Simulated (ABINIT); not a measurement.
Runs of ABINIT 10.8.3 (patched build) on MoS2. The structure is trigonal, space group R3m (No. 160). Conventional cell: a = 3.160 Å, b = 3.160 Å, c = 18.450 Å, α = 90.00°, β = 90.00°, γ = 120.00°. Around Mo (site symmetry 3m) lie 6 S at 2.39 Å. Around S (site symmetry 3m) lie 3 Mo at 2.39 Å. S (site symmetry 3m) is surrounded by 3 Mo at 2.39 Å. Measurements of this composition are mostly on another form, of space group No. 194.

```csv
task,level,potentials or basis,k mesh,cutoff (eV),fine-grid cutoff,gap on the mesh (eV),pressure (GPa),largest force (eV/Å)
band structure,r2SCAN,JTH PAW PBE v2.0,8 × 8 × 8,653,1251.72 eV,1.13,4.8,0.42
band structure,LDA,JTH PAW LDA v2.0,10 × 10 × 10,544,1088.46 eV,(a),(c),0.08
band structure,TB-mBJ,JTH PAW LDA v2.0,7 × 7 × 7,653,1251.72 eV,1.31,-,-
band structure,PBEsol,JTH PAW PBE v2.0,10 × 10 × 10,544,1088.46 eV,(b),0.6,0.29
```

Alike in all rows: no spin polarisation; cell as given; smearing fermi-dirac 0.05 eV.

Q: Fill in the values left out.

A: (a) 0.88; (b) 0.91; (c) -2.4.

Caveats: the PAW data sets were made with another functional, which shifts forces and pressure a little (some runs); the constant c of TB-mBJ comes from the pseudo density here, which moves gaps by up to 0.3 eV between sets of potentials (some runs).

A k mesh can miss the band edges, and the runs leave out spin-orbit coupling on Mo.
